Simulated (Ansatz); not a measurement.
**C: rattling a relaxed structure**

The cell was found from a structure generator's guess, not taken from experiment.

All numbers below come from DFT PBE, scalar-relativistic, plane waves, PAW (Ansatz 0.2.0). Plane waves to 420 eV, a k mesh through Γ of 34×34×14 on the computed 1-atom cell and Gaussian smearing (0.10 eV); no spin polarisation.

The cell below (1 atom, space group P4/mmm (No. 123)) is relaxed within its symmetry.

```xyz
1
Lattice="1.6246 0.0000 0.0000 0.0000 1.6246 0.0000 0.0000 0.0000 3.9474" Properties=species:S:1:pos:R:3 pbc="T T T"
C     0.0000    0.0000    1.9737
```

For the test a repeat of it with 4 atoms (edges 3.25, 3.25, 3.95 Å) was strained at random (σ = 1.5 % a component), the atoms were moved at random (σ = 0.15 Å), and all was relaxed again on a coarse 6×6×6 mesh (in the run’s order of axes) with 0.20 eV smearing, with no symmetry imposed.

Weakly bound directions are ill-defined at this level, which has no dispersion term.

Question: Does it come back?

Answer: It doesn't return. The energy falls by 2662 meV/atom on that mesh, the volume changes by 2.6 %, and the end has space group C2/m (No. 12) at a loose tolerance. Relaxed again on a 12×12×8 mesh with 0.02 eV smearing, the new structure lies 2602 meV/atom below the first (mesh in the axes of the run's cell; the cell below is made exact in the group named). Space group C2/m (No. 12), monoclinic, a = 2.467 Å, b = 4.272 Å, c = 4.288 Å, β = 92.8°. Around C lie 3 C at 1.42 Å.

```cif
data_structure
_symmetry_space_group_name_H-M 'C2/m'
_symmetry_Int_Tables_number 12
_cell_length_a 2.4667
_cell_length_b 4.2723
_cell_length_c 4.2884
_cell_angle_alpha 90.000
_cell_angle_beta 92.821
_cell_angle_gamma 90.000
_cell_volume 45.14
loop_
_atom_site_label
_atom_site_type_symbol
_atom_site_symmetry_multiplicity
_atom_site_Wyckoff_symbol
_atom_site_fract_x
_atom_site_fract_y
_atom_site_fract_z
_atom_site_occupancy
C1 C 4 h 0.50000 0.33333 0.50000 1
```
